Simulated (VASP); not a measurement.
Input of a VASP 6.6.1 run:

File INCAR:

```
PREC = Accurate
ENCUT = 520
EDIFF = 1E-7
ISMEAR = 0
SIGMA = 0.05
LREAL = F
LASPH = T
NELM = 150
ALGO = Fast
ISIF = 2
LWAVE = F
LCHARG = F
MAGMOM = 0 0 0 0 0 0 0 0 0
LORBIT = 11
LSORBIT = T
GGA_COMPAT = F
LORBMOM = T
GGA = PE
NBANDS = 31
```

Contents of KPOINTS:

```
Automatic mesh
0
Gamma
  6 6 6
```

POSCAR

```
Se
1.0
    4.4832497987      0.0000000000      0.0000000000
   -2.2416248993      3.8826082172      0.0000000000
    0.0000000000      0.0000000000      5.0668551906
Se
3
Direct
    0.2206162174      0.0000000000      0.8333333333
    0.0000000000      0.2206162174      0.1666666667
    0.7793837826      0.7793837826      0.5000000000
```

Potentials or basis: VASP PAW PBE potentials, release 64 (Se).

Launch:

```sh
$ cat potpaw_PBE.64/Se/POTCAR > POTCAR
$ mpirun -np 1 vasp_ncl > vasp.out
```

Question: What does it give for the net moment?

Answer: 0.00 μB per cell.

Question: Estimate the pressure.

Answer: 0.1 GPa.

Question: Estimate the largest force.

Answer: 0.027 eV/Å.

Moments on the atoms (μB; x, y, z):
```
Se  0.00 0.00 0.00
Se  0.00 0.00 0.00
Se  0.00 0.00 0.00
```
